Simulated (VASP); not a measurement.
## La2O3 under changes of volume

One of the cells (15.511 Å³/atom); the others are scaled copies at fixed shape and fractional positions:

```
CELL_PARAMETERS angstrom
3.88209 0.00000 0.00000
-1.94104 3.36199 0.00000
0.00000 0.00000 5.94217
ATOMIC_POSITIONS crystal
La 0.33333 0.66667 0.24373
La 0.66667 0.33333 0.75627
O 0.00000 0.00000 0.00000
O 0.33333 0.66667 0.64679
O 0.66667 0.33333 0.35321
```

The cell is a database's computed one.

```yaml
Program: VASP 6.6.1
Functional: LDA
Potentials_or_basis: VASP PAW LDA potentials, release 64 (La, O)
Cutoff: 520 eV
k_mesh: 8 × 8 × 4
Occupations: gaussian, width 0.02 eV
Spin: no spin polarisation
```

```tsv
volume (Å³/atom)	energy over the lowest point (meV/atom)	pressure (GPa)	largest force (eV/Å)
14.890	?	?	?
15.201	3.72	3.4	0.174
15.511	0.00	0.2	0.002
15.821	2.25	-2.7	0.158
16.131	9.87	-5.4	0.306
```

Task: What does the run at 14.890 Å³/atom give?

Result: Energy over the lowest point 14.08 meV/atom; pressure 7.0 GPa; largest force 0.359 eV/Å.

Worked out: A Birch-Murnaghan fit of order 2 (a polynomial in V^(-2/3)) to the other rows has its minimum at 15.54 Å³/atom with B0 = V·E''(V) = 152 GPa at fixed shape and positions, which overstates the stiffness. It gives 14.05 meV/atom at 14.890 Å³/atom, against the run's 14.08, and -dE/dV = 7.1 GPa, against 7.0.

Energies are extrapolated to zero smearing.
